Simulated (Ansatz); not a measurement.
Input of an Ansatz 0.2.0 run:

input.yaml

```yaml
crystal:
  lattice:
    - [0.0, 1.737572933, 1.737572933]
    - [1.737572933, 0.0, 1.737572933]
    - [1.737572933, 1.737572933, 0.0]
  atoms:
    - { symbol: Ni, position: [0.0, 0.0, 0.0], spin: 1.0 }
hamiltonian:
  xc: pbesol
  pseudopotentials: { kind: paw }
magnetization:
  spin_polarized: true
kpoints:
  mp_grid: { grid: [12, 12, 12] }
scf:
  occupations: { method: fermi_dirac, width: 0.05 }
phonons:
  method: dfpt
  qmesh: [4, 4, 4]
  temperatures: { t_max: 1000, t_step: 100 }
  qpath:
    path:
      - [[0.0, 0.0, 0.0], [0.5, 0.0, 0.5], [0.5, 0.25, 0.75], [0.375, 0.375, 0.75], [0.0, 0.0, 0.0], [0.5, 0.5, 0.5], [0.625, 0.25, 0.625], [0.5, 0.25, 0.75], [0.5, 0.5, 0.5], [0.375, 0.375, 0.75]]
      - [[0.625, 0.25, 0.625], [0.5, 0.0, 0.5]]
    npoints: 8
```

Potentials or basis: Ansatz PAW.

Launch:

```sh
$ ansatz run input.yaml --threads 2 --pin off --max-ram 5632MiB --backend cpu --events-out ev --progress --plain --runs-dir out
```

Task: What does it give for the highest phonon frequency?

Result: 307 cm⁻¹.

Task: What does it give for the net moment?

Result: 0.67 μB per cell.

Phonon frequencies in cm⁻¹ (negative: imaginary):
```
                q point  frequencies
  (0.000, 0.000, 0.000)        0 0 0
  (0.000, 0.000, 0.250)  107 107 232
 (0.000, 0.000, -0.500)  155 155 307
  (0.000, 0.250, 0.250)  158 158 232
 (0.000, 0.250, -0.500)  191 211 283
 (0.000, 0.250, -0.250)  153 212 271
(0.000, -0.500, -0.500)  220 220 297
(0.250, -0.500, -0.250)  214 259 259
```
